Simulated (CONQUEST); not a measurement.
The system is Cu2O (Cuprite).

```
Cu O
1.0
     4.26000    0.00000    0.00000
     0.00000    4.26000    0.00000
     0.00000    0.00000    4.26000
Cu O
4 2
Direct
  0.75000 0.25000 0.25000
  0.25000 0.75000 0.25000
  0.75000 0.75000 0.75000
  0.25000 0.25000 0.75000
  0.50000 0.50000 0.50000
  0.00000 0.00000 0.00000
```

Base run:

| Item | Value |
| --- | --- |
| Program | CONQUEST 1.3 |
| Functional | PBE |
| Potentials or basis | PseudoDojo NC PBE, SZP, grid cutoff 150 Ha |
| k mesh | 5 × 5 × 5 |
| Occupations | fermi-dirac, width 0.05 eV |
| Spin | no spin polarisation |

Its results: band gap on the k mesh 0.99 eV, direct; pressure 6.5 GPa.

Question: After a change of settings the same cell gave: band gap on the k mesh 1.04 eV, direct; pressure 10.5 GPa. Which change was it?
A. potentials or basis from PseudoDojo NC PBE, SZP, grid cutoff 150 Ha to PseudoDojo NC PBE, SZ, grid cutoff 150 Ha
B. potentials or basis from PseudoDojo NC PBE, SZP, grid cutoff 150 Ha to PseudoDojo NC PBE, DZP, grid cutoff 150 Ha
C. k mesh from 5 × 5 × 5 to 8 × 8 × 8
D. potentials or basis from PseudoDojo NC PBE, SZP, grid cutoff 150 Ha to PseudoDojo NC PBE, DZ, grid cutoff 150 Ha

Answer: A.

Caveats: the atomic basis is small; an odd mesh through Γ misses points on the zone boundary, where band edges often lie; the basis of atomic orbitals isn't converged, which shifts pressures, moduli and gaps.
